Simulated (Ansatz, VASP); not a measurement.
# Sc (dimer Sc chain) in two plane-wave programs, part 2 of 2

Aim: how closely do two programs agree when they are given the same cell, functional and k mesh? The structure shown is the start of the Ansatz relaxation below; VASP solves that cell, so the two are compared at the walk's first step. Other levels of theory on this material are compared in a session of their own.

VASP 6.6.1 and Ansatz 0.2.0.

So far: The starting structure; Ansatz: relaxation, r2SCAN.

### 3. VASP: single point, r2SCAN, start cell

Level of this step: r2SCAN, spin-polarised from a ferromagnetic start; plane waves and PAW (Sc_sv) (VASP).

The same cell, functional, mesh and smearing now go to VASP, with its own data sets.

Lines of VASP's logs that name or quote its potential files are left out, and so is its time.

Input file INCAR:

```
SYSTEM = Sc
PREC = Accurate
ENCUT = 440
EDIFF = 1E-06
NELM = 200
ISMEAR = -1
SIGMA = 0.05
LREAL = .FALSE.
ALGO = Normal
METAGGA = R2SCAN
LASPH = .TRUE.
NBANDS = 20
ISPIN = 2
MAGMOM = 1.01 1.01
LMAXMIX = 4
LORBIT = 11
LWAVE = .FALSE.
LCHARG = .FALSE.
ISIF = 2
GGA_COMPAT = .FALSE.
LMIXTAU = .TRUE.
KPAR = 2
```

Input file POSCAR:

```
Sc
1.0
    7.5000000000      0.0000000000      0.0000000000
    0.0000000000      7.5000000000      0.0000000000
    0.0000000000      0.0000000000      6.4600000000
Sc
2
Direct
    0.5000000000      0.5000000000      0.0000000000
    0.5000000000      0.5000000000      0.4500000000
```

Input file KPOINTS:

```
Automatic mesh
0
Gamma
1 1 13
0 0 0
```

The projector-augmented-wave data sets are Sc_sv (PBE family, release 64).

Run with:

```bash
mpirun -np 2 vasp_std
```

Numbers of over 12 decimals in the logs are rounded to 6 here.

The log of the run:

```text
[banner, memory and clock lines left out]
running    2 mpi-ranks, on    1 nodes
 distrk:  each k-point on    1 cores,    2 groups
 distr:  one band on    1 cores,    1 groups

 POSCAR found type information on POSCAR Sc
 POSCAR found :  1 types and       2 ions
|                                                                             |
|               ----> ADVICE to this user running VASP <----                  |
|                                                                             |
|     You enforced a specific xc type in the INCAR file but a different       |
|     [... a line on the potential file left out ...]
|     I HOPE YOU KNOW WHAT YOU ARE DOING!                                     |
|                                                                             |

 LDA part: xc-table for (None), standard interpolation
 POSCAR, INCAR and KPOINTS ok, starting setup
 FFT: planning ... GRIDC
 FFT: planning ... GRID_SOFT
 FFT: planning ... GRID
 WAVECAR not read
 entering main loop
       N       E                     dE             d eps       ncg     rms          rms(c)
DAV:   1     0.175562223989E+03    0.17556E+03   -0.96674E+03   784   0.669E+02
DAV:   2    -0.136683331317E+02   -0.18923E+03   -0.18717E+03   728   0.325E+02
DAV:   3    -0.211826092531E+02   -0.75143E+01   -0.68340E+01   896   0.549E+01
DAV:   4    -0.219795133632E+02   -0.79690E+00   -0.64771E+00   968   0.115E+01
DAV:   5    -0.220182899095E+02   -0.38777E-01   -0.36554E-01   936   0.201E+00    0.775E+00
DAV:   6    -0.187940624706E+02    0.32242E+01   -0.63815E+00   780   0.271E+01    0.454E+00
DAV:   7    -0.172454774848E+02    0.15486E+01   -0.58161E-01   828   0.619E+00    0.188E+00
DAV:   8    -0.167247016194E+02    0.52078E+00   -0.22452E-01   904   0.335E+00    0.974E-01
DAV:   9    -0.167976471535E+02   -0.72946E-01   -0.25381E-01   716   0.335E+00    0.454E-01
DAV:  10    -0.168045017961E+02   -0.68546E-02   -0.17063E-01   564   0.321E+00    0.229E-01
DAV:  11    -0.167777160173E+02    0.26786E-01   -0.42694E-02   708   0.130E+00    0.207E-01
DAV:  12    -0.168022874153E+02   -0.24571E-01   -0.45917E-02   576   0.120E+00    0.136E-01
DAV:  13    -0.168442879229E+02   -0.42001E-01   -0.36777E-02   560   0.143E+00    0.923E-02
DAV:  14    -0.168119300272E+02    0.32358E-01   -0.68917E-02   560   0.157E+00    0.643E-02
[...]
DAV:  29    -0.168027159236E+02   -0.93456E-04   -0.18014E-05   484   0.226E-02    0.275E-03
DAV:  30    -0.168027338861E+02   -0.17963E-04   -0.10538E-05   448   0.177E-02    0.203E-03
DAV:  31    -0.168028047534E+02   -0.70867E-04   -0.18488E-05   448   0.216E-02    0.165E-03
DAV:  32    -0.168029010572E+02   -0.96304E-04   -0.99190E-05   564   0.417E-02    0.113E-03
DAV:  33    -0.168029099712E+02   -0.89139E-05   -0.23807E-05   608   0.233E-02    0.957E-04
DAV:  34    -0.168029149573E+02   -0.49862E-05   -0.54612E-06   500   0.122E-02    0.747E-04
DAV:  35    -0.168029214876E+02   -0.65302E-05   -0.12722E-05   448   0.168E-02    0.484E-04
DAV:  36    -0.168029223525E+02   -0.86490E-06   -0.61747E-06   484   0.131E-02
   1 F= -.16802922E+02 E0= -.16786057E+02  d E =-.337308E-01  mag=     3.4032
```

From OUTCAR (step 3):

```text
ion  position               nearest neighbor table
   1  0.500  0.500  0.000-   2 2.91
   2  0.500  0.500  0.450-   1 2.91

  LATTYP: Found a simple tetragonal cell.
 ALAT       =     7.5000000000
 C/A-ratio  =     0.8613333333

 Subroutine GETGRP returns: Found 16 space group operations
 (whereof  8 operations were pure point group operations)

The static configuration has the point symmetry C_4v.
 The point group associated with its full space group is D_4h.

 Found      7 irreducible k-points:

   k-points           NKPTS =      7   k-points in BZ     NKDIM =      7   number of bands    NBANDS=     20

   dimension x,y,z NGX =    54 NGY =   54 NGZ =   48
   dimension x,y,z NGXF=   108 NGYF=  108 NGZF=   96

   ENCUT  =  440.0 eV  32.34 Ry    5.69 a.u.  12.83 12.83 11.05*2*pi/ulx,y,z

   NELECT =      22.0000    total number of electrons

 k-points in reciprocal lattice and weights: Automatic mesh
   0.00000000  0.00000000  0.00000000       0.077
   0.00000000  0.00000000  0.07692308       0.154
   0.00000000  0.00000000  0.15384615       0.154
   0.00000000  0.00000000  0.23076923       0.154
   0.00000000  0.00000000  0.30769231       0.154
   0.00000000  0.00000000  0.38461538       0.154
   0.00000000  0.00000000  0.46153846       0.154

 average (electrostatic) potential at core
       1 -58.4067       2 -58.4067

 E-fermi :  -1.9149

 spin component 1
 k-point     1 :       0.0000    0.0000    0.0000
  band No.  band energies     occupation
    ...
      8     -32.6269      1.00000
      9      -5.1434      1.00000
     10      -2.8020      1.00000
     11      -2.8020      1.00000
     12      -2.3781      0.99991
     13      -1.8784      0.32481
     14      -1.6632      0.00646
     15      -1.2584      0.00000
     16      -1.2074      0.00000
     17      -1.0597      0.00000
    ...

 k-point     2 :       0.0000    0.0000    0.0769
  band No.  band energies     occupation
    ...
      8     -32.6294      1.00000
      9      -5.1124      1.00000
     10      -2.7915      1.00000
     11      -2.7915      1.00000
     12      -2.3627      0.99987
     13      -1.8710      0.29339
     14      -1.6570      0.00572
     15      -1.4770      0.00016
     16      -1.2156      0.00000
     17      -1.0668      0.00000
    ...

 k-point     3 :       0.0000    0.0000    0.1538
  band No.  band energies     occupation
    ...
      8     -32.6364      1.00000
      9      -5.0205      1.00000
     10      -2.7608      1.00000
     11      -2.7608      1.00000
     12      -2.3208      0.99970
     13      -1.8496      0.21289
     14      -1.8483      0.20879
     15      -1.6392      0.00401
     16      -1.2392      0.00000
     17      -1.1342      0.00000
    ...

 k-point     4 :       0.0000    0.0000    0.2308
  band No.  band energies     occupation
    ...
      9      -4.8710      1.00000
     10      -2.7138      1.00000
     11      -2.7138      1.00000
     12      -2.3475      0.99983
     13      -2.1660      0.99345
     14      -1.8162      0.12179
     15      -1.6116      0.00231
     16      -1.2820      0.00000
     17      -1.2820      0.00000
     18      -1.2758      0.00000
    ...

 k-point     5 :       0.0000    0.0000    0.3077
  band No.  band energies     occupation
    ...
      9      -4.6708      1.00000
     10      -2.7243      1.00000
     11      -2.6575      1.00000
     12      -2.6575      1.00000
     13      -2.1134      0.98145
     14      -1.7749      0.05724
     15      -1.5779      0.00118
     16      -1.4195      0.00005
     17      -1.4195      0.00005
     18      -1.3204      0.00001
    ...

 k-point     6 :       0.0000    0.0000    0.3846
  band No.  band energies     occupation
    ...
      9      -4.4371      1.00000
     10      -3.1097      1.00000
     11      -2.6038      1.00000
     12      -2.6038      1.00000
     13      -2.0117      0.87382
     14      -1.7332      0.02569
     15      -1.5446      0.00061
     16      -1.5292      0.00045
     17      -1.5292      0.00045
     18      -1.3649      0.00002
    ...

  Total       -1.1678049     -1.1678049     -3.5634728      0.0000000      0.0000000      0.0000000
  in kB       -5.1490348     -5.1490348    -15.7119101      0.0000000      0.0000000      0.0000000
  external PRESSURE =      -8.6699932 kB  Pullay stress =       0.0000000 kB

  energy-cutoff  :      440.00
  volume of cell :      363.38
      direct lattice vectors                 reciprocal lattice vectors
     7.500000000  0.000000000  0.000000000     0.133333333  0.000000000  0.000000000
     0.000000000  7.500000000  0.000000000     0.000000000  0.133333333  0.000000000
     0.000000000  0.000000000  6.460000000     0.000000000  0.000000000  0.154798762

 POSITION                                       TOTAL-FORCE (eV/Angst)
 -----------------------------------------------------------------------------------
      3.75000      3.75000      0.00000         0.000000      0.000000      0.831978
      3.75000      3.75000      2.90700        -0.000000     -0.000000     -0.831978
 -----------------------------------------------------------------------------------
    total drift:                                0.000000      0.000000      0.000005

  FREE ENERGIE OF THE ION-ELECTRON SYSTEM (eV)
  ---------------------------------------------------
  free  energy   TOTEN  =       -16.8029223525 eV

  energy  without entropy=      -16.7691915757  energy(sigma->0) =      -16.78605696

 total charge
# of ion       s       p       d       tot
------------------------------------------
    1        2.253   5.992   1.026   9.271
    2        2.253   5.992   1.026   9.271
--------------------------------------------------
tot          4.505  11.985   2.052  18.542

 magnetization (x)
# of ion       s       p       d       tot
------------------------------------------
    1        0.055   0.040   1.008   1.103
    2        0.055   0.040   1.008   1.103
--------------------------------------------------
tot          0.109   0.080   2.017   2.206

[... 6 further parts left out ...]
```

SCAN-type functionals tend to overstate the moments of itinerant magnets.

### 4. Differences

Known differences besides the potentials themselves: VASP starts from the moments at which Ansatz ended; VASP keeps PBE cores, Ansatz makes them for the functional; the cutoff is 500 eV in Ansatz and 440 eV in VASP. Total energies have different zeros and are not compared.

Forces (eV/Å; atoms numbered as in POSCAR):

```csv
atom,"Ansatz x, y, z","VASP x, y, z"
Sc1,"0.000, 0.000, 0.869","0.000, 0.000, 0.832"
Sc2,"0.000, 0.000, -0.869","0.000, 0.000, -0.832"
```

The forces differ by 21 meV/Å r.m.s., which is 4.5 % of the r.m.s. force of 0.480 eV/Å (both taken over all components). Moments aren't recorded for both runs of this pair, so they may hold unlike magnetic states.

### 5. Other set-ups

Further runs change the set-up of one program: Ansatz's method, potentials or start, or VASP's data sets, cutoff or form of LDA. The table gives that difference for each run.

| run | r.m.s. force difference (meV/Å) |
| --- | --- |
| as above | 21 |
| VASP with a cutoff of 550 eV (perhaps on Ansatz's relaxed cell) | 36 |

### 6. Summary of results

| Quantity | Value |
| --- | --- |
| r.m.s. force difference (single point, r2SCAN, start cell) | 4.5 % of the r.m.s. force |

**Reading.** The r.m.s. force difference is 4.5 % of the r.m.s. force (single point, r2SCAN, start cell), beyond the 3 % picked in this series as the mark of a large difference. Single point, r2SCAN, start cell, VASP with a cutoff of 550 eV (perhaps on Ansatz's relaxed cell): r.m.s. force difference goes from 21 to 36 meV/Å. 6 further runs of this series are not shown here. How closely two codes agree says nothing of how well the functional describes the real material.

[Lines on the potential files, build, host, timing and source positions are cut from VASP's logs without a mark.]

[Logs are printed without paths, hosts, clocks, repeated set-up lines and the standing remarks that a program may print on its own settings, such as how far it seeks lower states.]

[Hosts, paths, dates, database ids (printed as entryN), source tags and the programs' standing remarks are cut or masked in the printed files.]

[Rows of further runs with another cutoff or data set may stand on the cell that Ansatz relaxed, not on the start cell of the pair above them.]
